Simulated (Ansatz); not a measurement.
# HgTe (Fm-3m) in Ansatz: further runs

One crystal, HgTe, is run at these levels: LDA; tasks: single point, equation of state.

All numbers are computed with Ansatz 0.2.0; they aren't measurements. Logs are shortened: lines on timing, memory, paths and dates and some standing lists are left out, and cuts for length are marked.

**1. The crystal as given**

Symmetry: Fm-3m, No. 225, cubic system. Conventional cell: a = 6.360 Å, b = 6.360 Å, c = 6.360 Å, α = 90.00°, β = 90.00°, γ = 90.00°. Hg (site symmetry m-3m) is surrounded by 6 Te at 3.18 Å. Te (site symmetry m-3m) is surrounded by 6 Hg at 3.18 Å.

Measurements of this composition are mostly on another form, of space group No. 216.

**2. Single point, LDA, 30.23 Å³/atom (volume scaled by 0.94)**

input.yaml reads:

```yaml
crystal:
  lattice:
    - [0.0, 3.1150838257, 3.1150838257]
    - [3.1150838257, 0.0, 3.1150838257]
    - [3.1150838257, 3.1150838257, 0.0]
  atoms:
    - { symbol: Hg, position: [0.0, 0.0, 0.0] }
    - { symbol: Te, position: [0.5, 0.5, 0.5] }
kpoints:
  mp_grid: { grid: [7, 7, 7] }
scf:
  occupations: { method: fermi_dirac, width: 0.05 }
hamiltonian:
  xc: lda
  pseudopotentials: { kind: all_electron, lapw: { basis_error: 0.001 } }
output:
  forces: true
  stress: true
  eigenvalues: true
```

Potentials or basis: all-electron LAPW, scalar-relativistic.

The run is started by

```sh
$ ansatz run input.yaml --threads 1 --pin off --max-ram 3072MiB --backend cpu --events-out ev --progress --plain --runs-dir out
```

Log:

```text
Warning: RAYON_NUM_THREADS=1 ignored (pool sized by the plan → 1); use --threads N
LAPW: plane waves up to 7.203 Å⁻¹, error target 1.0e-3 eV per atom; small_component_spin mean_spin; Te in spheres of 1.524 Å, 24 of its electrons in bands, Dirac shells []; Hg in spheres of 1.591 Å, 34 of its electrons in bands, Dirac shells [] (how accurate: hamiltonian.pseudopotentials.lapw.basis_error, Limitations)
Engine: ansatz 0.2.0, x86_64-unknown-linux-gnu
Pseudopotentials: kind: all_electron
Pseudopotential: Hg, LAPW, valence charge 34, lapw/all_electron/scalar/gaussian/Hg, Koelling and Harmon's equation, gaussian nucleus
Pseudopotential: Te, LAPW, valence charge 24, lapw/all_electron/scalar/gaussian/Te, Koelling and Harmon's equation, gaussian nucleus
Functional definition: SPW92
  exchange = slater_x
  correlation = pw_c
Crystal: 2 atoms, lattice volume = 60.456 Å³
Basis set: ecut = 197.69017719769184 eV, 387 PW (Γ), exchange–correlation at level 2
Bands: 35, of which v1, the nominal top of the filled ones, is band 29 counted from 1 (28 counted from 0)
Symmetry: 48 space group operations
Space group: Fm-3m (ITA 225), of the structure as read, at distance tolerance 3.9e-5 Å
k-points: 20 of 343
Non-local potential: Hg, projectors of the file, none
Non-local potential: Te, projectors of the file, none
Initial density: superposition of atomic densities (chi_scale 0.1, normalization cell, long waves kept (reshape's long-wave potential 0.00 eV rms))
Initial wavefunctions: plane waves of lowest kinetic energy (no species holds an atomic orbital)
Functional: x = slater, c = lda
iter 1 solved again at ethr=4.17e-4 eV; its pass at ethr=1.00e-1 eV (dr2=2.42e-1 eV) is discarded
SCF iter   1: F=—  HF=-718270.962886 eV  |F-HF|=—  |Δ(HF+E_count)|=         —  Δρ=1.41e-2  dr2=2.42e-1  ethr=4.17e-4  ⟨swp⟩=2.8  Hψ=4328  notcnv=0
preconditioner: auto → none  [insulator: Δε(μ)=0.211 eV  Ē_g=11.271 eV  σ=0.050 eV  W_gap=0.74  n_scr=14 (ndim 8)  ℏωp=20.3 eV  f_vac=0.135  D(μ)=0.64/eV (n_scr^D=0)  ε∞_Penn≈4.2]
iter 2 solved again at ethr=3.89e-5 eV; its pass at ethr=4.17e-4 eV (dr2=2.26e-2 eV) is discarded
SCF iter   2: F=—  HF=-718270.806433 eV  |F-HF|=—  |Δ(HF+E_count)|=   1.56e-1  Δρ=4.78e-3  dr2=2.26e-2  ethr=3.89e-5  ⟨swp⟩=2.0  Hψ=3583  notcnv=0
SCF iter   3: F=—  HF=-718270.764086 eV  |F-HF|=—  |Δ(HF+E_count)|=   4.23e-2  Δρ=2.51e-3  dr2=3.02e-3  ethr=3.89e-5  ⟨swp⟩=2.4  Hψ=2136  notcnv=0
SCF iter   4: F=—  HF=-718270.762414 eV  |F-HF|=—  |Δ(HF+E_count)|=   1.67e-3  Δρ=6.30e-4  dr2=1.35e-4  ethr=5.20e-6  ⟨swp⟩=2.0  Hψ=2027  notcnv=0
SCF iter   5: F=—  HF=-718270.762373 eV  |F-HF|=—  |Δ(HF+E_count)|=   4.06e-5  Δρ=1.13e-4  dr2=5.79e-6  ethr=2.33e-7  ⟨swp⟩=2.0  Hψ=2027  notcnv=0
SCF iter   6: F=—  HF=-718270.762374 eV  |F-HF|=—  |Δ(HF+E_count)|=   6.70e-7  Δρ=7.93e-6  dr2=5.44e-8  ethr=9.98e-9  ⟨swp⟩=2.0  Hψ=2027  notcnv=0
SCF iter   7: F=-718270.762374 eV  HF=-718270.762374 eV  |F-HF|=2.68e-9  |Δ(HF+E_count)|=   1.38e-7  Δρ=2.25e-6  dr2=2.89e-9  ethr=9.38e-11  ⟨swp⟩=2.0  Hψ=2027  notcnv=0
SCF 1 converged in 7 iterations: F = -718270.762374 eV  dr2 = 2.89e-9
SCF converged after 7 iterations
Free energy (F): -718270.762374 eV
Harris-Foulkes:  -718270.762374 eV  (|F-HF|=2.68e-9)
Internal energy: -718270.754709 eV  (E = F + TS)
E sigma→0 (E₀):  -718270.758541 eV
Entropy (-TS):   -0.007664 eV (-3.832 meV/atom)
Fermi energy:    12.066222 eV
--- Per-component energies (eV) ---
  E_band       = -2641.355056
  E_kinetic    = 805261.512057
  E_xc         = -14477.455121
  E_electrostatic = -1509054.811645  (all electrons and nuclei)
  E_smearing   = -0.007664  (= −TS)
  E_closure    = 0.000000  (closes the sum)
  E_atoms      = -718266.013367  (free atoms, spherical and without spin; not in F)
  Σ components = -718270.762374   (vs F -718270.762374, Δ=0.00e0)
  Basis errors (estimates in eV, not in F): energy 3.2e-4 per atom: plane waves 3.1e-4 (1.7e-4 summed), levels above the bands 8.7e-69, relativity 9.5e-9, radial functions 1.0e-5, core shells 1.5e-7; eigenvalues (radial functions only) 5.8e-6; not estimated: angular momenta, meshes, grids; target (lapw.basis_error) 1.0e-3; muffin-tin radii Te 1.524 Å, Hg 1.591 Å
--- Forces (eV/Å), atoms counted from 1 ---
  atom   1  Hg     0.00000000     0.00000000     0.00000000
  atom   2  Te    -0.00000000     0.00000000    -0.00000000
  max |Σ_I F_I| component: 1.41e-30 eV/Å
--- Stress (GPa, compression-positive) ---
       -6.460255       0.000000      -0.000000
        0.000000      -6.460255      -0.000000
       -0.000000      -0.000000      -6.460255
  P = ⅓ Tr σ = -6.4603 GPa (-64.603 kbar)
--- Band table (eV; the first three rows and the last of 20) ---
  k-point 0: bands = ["-146.6088", "-102.5952", "-96.8227", "-96.8227", "-96.8227", "-80.6414", "-80.6414", "-80.6414", "-80.6412", "-80.6412", "-80.6412", "-80.6409", "-50.9021", "-50.9021", "-50.9021", "-24.4008", "-24.4008", "-24.3994", "-24.3994", "-24.3994", "0.3378", "5.5868", "5.5868", "5.6438", "5.6438", "5.6438", "10.6642", "11.3977", "11.3977", "11.3977", "19.5302", "19.5302", "19.5302", "19.7120", "19.7120"]
  k-point 1: bands = ["-146.6088", "-102.5952", "-96.8227", "-96.8227", "-96.8227", "-80.6414", "-80.6414", "-80.6414", "-80.6412", "-80.6412", "-80.6412", "-80.6409", "-50.9021", "-50.9021", "-50.9021", "-24.4007", "-24.4007", "-24.3993", "-24.3993", "-24.3993", "0.4905", "5.5318", "5.5318", "5.6243", "5.6666", "5.6666", "9.1899", "11.5359", "11.5359", "12.7925", "17.8031", "18.4198", "18.4198", "19.5819", "20.2044"]
  k-point 2: bands = ["-146.6088", "-102.5952", "-96.8227", "-96.8227", "-96.8227", "-80.6414", "-80.6414", "-80.6414", "-80.6412", "-80.6412", "-80.6412", "-80.6409", "-50.9022", "-50.9021", "-50.9021", "-24.4006", "-24.4006", "-24.3992", "-24.3989", "-24.3989", "0.8891", "5.4064", "5.4064", "5.5311", "5.7273", "5.7273", "7.6857", "11.8741", "11.8741", "14.0157", "16.2677", "17.0382", "17.0382", "19.9982", "21.1603"]
  k-point 19: bands = ["-146.6088", "-102.5952", "-96.8227", "-96.8227", "-96.8227", "-80.6414", "-80.6414", "-80.6414", "-80.6412", "-80.6412", "-80.6412", "-80.6409", "-50.9022", "-50.9022", "-50.9022", "-24.4009", "-24.4002", "-24.3990", "-24.3987", "-24.3981", "1.3594", "5.4110", "5.5899", "5.6693", "5.8351", "6.0865", "7.6812", "8.9368", "9.8558", "13.3239", "16.7474", "18.4889", "19.0916", "21.2487", "22.2557"]
```

Wall time 6.1 s (1 thread of AMD EPYC 7R43 (Zen 3), shared host); peak memory 0.3 GiB.

What came out:

| Quantity | Value |
| --- | --- |
| Free energy | -718270.7624 eV |
| Pressure | -6.5 GPa |
| Band gap on the k mesh | none (metal or under the smearing width) |

**3. Single point, LDA, 30.87 Å³/atom (volume scaled by 0.96)**

input.yaml: that of step 2 with these lines changed.

```diff
@@ -2,5 +2,5 @@
   lattice:
-    - [0.0, 3.1150838257, 3.1150838257]
-    - [3.1150838257, 0.0, 3.1150838257]
-    - [3.1150838257, 3.1150838257, 0.0]
+    - [0.0, 3.1370217585, 3.1370217585]
+    - [3.1370217585, 0.0, 3.1370217585]
+    - [3.1370217585, 3.1370217585, 0.0]
   atoms:
```

Potentials or basis: all-electron LAPW, scalar-relativistic.

The run is started by

```sh
$ ansatz run input.yaml --threads 1 --pin off --max-ram 3072MiB --backend cpu --events-out ev --progress --plain --runs-dir out
```

It took 5.7 s on 1 thread of AMD EPYC 7R43 (Zen 3), shared host; peak memory 0.34 GiB.

It converged, with:

- Free energy: -718270.7082 eV
- Pressure: -7.0 GPa
- Band gap on the k mesh: none (metal or under the smearing width)

**4. Single point, LDA, 31.51 Å³/atom (volume scaled by 0.98)**

input.yaml: that of step 3 with these lines changed.

```diff
@@ -2,5 +2,5 @@
   lattice:
-    - [0.0, 3.1370217585, 3.1370217585]
-    - [3.1370217585, 0.0, 3.1370217585]
-    - [3.1370217585, 3.1370217585, 0.0]
+    - [0.0, 3.158657075, 3.158657075]
+    - [3.158657075, 0.0, 3.158657075]
+    - [3.158657075, 3.158657075, 0.0]
   atoms:
```

The run is started by

```sh
$ ansatz run input.yaml --threads 1 --pin off --max-ram 3072MiB --backend cpu --events-out ev --progress --plain --runs-dir out
```

It took 6 s on 1 thread of AMD EPYC 7R43 (Zen 3), shared host; peak memory 0.33 GiB.

It converged, with:

| Item | Value |
| --- | --- |
| Free energy | -718270.6501 eV |
| Pressure | -7.5 GPa |
| Band gap on the k mesh | none (metal or under the smearing width) |

**5. Single point, LDA, 32.16 Å³/atom**

input.yaml: that of step 4 with these lines changed.

```diff
@@ -2,5 +2,5 @@
   lattice:
-    - [0.0, 3.158657075, 3.158657075]
-    - [3.158657075, 0.0, 3.158657075]
-    - [3.158657075, 3.158657075, 0.0]
+    - [0.0, 3.18, 3.18]
+    - [3.18, 0.0, 3.18]
+    - [3.18, 3.18, 0.0]
   atoms:
```

The run is started by

```sh
$ ansatz run input.yaml --threads 1 --pin off --max-ram 3072MiB --backend cpu --events-out ev --progress --plain --runs-dir out
```

Wall time 5.9 s (1 thread of AMD EPYC 7R43 (Zen 3), shared host); peak memory 0.33 GiB.

The run converged. Its results:

| Quantity | Value |
| --- | --- |
| Free energy | -718270.5886 eV |
| Pressure | -7.8 GPa |
| Band gap on the k mesh | none (metal or under the smearing width) |

**6. Single point, LDA, 32.80 Å³/atom (volume scaled by 1.02)**

input.yaml: that of step 5 with these lines changed.

```diff
@@ -2,5 +2,5 @@
   lattice:
-    - [0.0, 3.18, 3.18]
-    - [3.18, 0.0, 3.18]
-    - [3.18, 3.18, 0.0]
+    - [0.0, 3.2010602164, 3.2010602164]
+    - [3.2010602164, 0.0, 3.2010602164]
+    - [3.2010602164, 3.2010602164, 0.0]
   atoms:
```

Potentials or basis: all-electron LAPW, scalar-relativistic.

The run is started by

```sh
$ ansatz run input.yaml --threads 1 --pin off --max-ram 3072MiB --backend cpu --events-out ev --progress --plain --runs-dir out
```

Wall time 5.6 s (1 thread of AMD EPYC 7R43 (Zen 3), shared host); peak memory 0.34 GiB.

It converged, with:

```yaml
Free_energy: -718270.5244 eV
Pressure: -8.1 GPa
Band_gap_on_the_k_mesh: none (metal or under the smearing width)
```

**7. Single point, LDA, 33.44 Å³/atom (volume scaled by 1.04)**

input.yaml: that of step 6 with these lines changed.

```diff
@@ -2,5 +2,5 @@
   lattice:
-    - [0.0, 3.2010602164, 3.2010602164]
-    - [3.2010602164, 0.0, 3.2010602164]
-    - [3.2010602164, 3.2010602164, 0.0]
+    - [0.0, 3.2218469041, 3.2218469041]
+    - [3.2218469041, 0.0, 3.2218469041]
+    - [3.2218469041, 3.2218469041, 0.0]
   atoms:
```

The run is started by

```sh
$ ansatz run input.yaml --threads 1 --pin off --max-ram 3072MiB --backend cpu --events-out ev --progress --plain --runs-dir out
```

Wall time 5.3 s (1 thread of AMD EPYC 7R43 (Zen 3), shared host); peak memory 0.31 GiB.

The run converged. Its results:

```
Free energy            : -718270.4580 eV
Pressure               : -8.4 GPa
Band gap on the k mesh : none (metal or under the smearing width)
```

**8. Single point, LDA, 34.09 Å³/atom (volume scaled by 1.06)**

input.yaml: that of step 7 with these lines changed.

```diff
@@ -2,5 +2,5 @@
   lattice:
-    - [0.0, 3.2218469041, 3.2218469041]
-    - [3.2218469041, 0.0, 3.2218469041]
-    - [3.2218469041, 3.2218469041, 0.0]
+    - [0.0, 3.2423687753, 3.2423687753]
+    - [3.2423687753, 0.0, 3.2423687753]
+    - [3.2423687753, 3.2423687753, 0.0]
   atoms:
```

The run is started by

```sh
$ ansatz run input.yaml --threads 1 --pin off --max-ram 3072MiB --backend cpu --events-out ev --progress --plain --runs-dir out
```

Wall time 5 s (1 thread of AMD EPYC 7R43 (Zen 3), shared host); peak memory 0.32 GiB.

The run converged. Its results:

| Quantity | Value |
| --- | --- |
| Free energy | -718270.3899 eV |
| Pressure | -8.6 GPa |
| Band gap on the k mesh | none (metal or under the smearing width) |

**9. Equation of state, LDA**

Potentials or basis: all-electron LAPW, scalar-relativistic.

This step only gathers the single runs of the series.

What came out:

- Equilibrium volume: outside the volumes run

Energy against volume, from the lowest point:
```tsv
volume (Å³/atom)	energy (meV/atom)
30.228	0.00
30.871	27.07
31.514	56.14
32.157	86.87
32.801	118.97
33.444	152.17
34.087	186.26
```
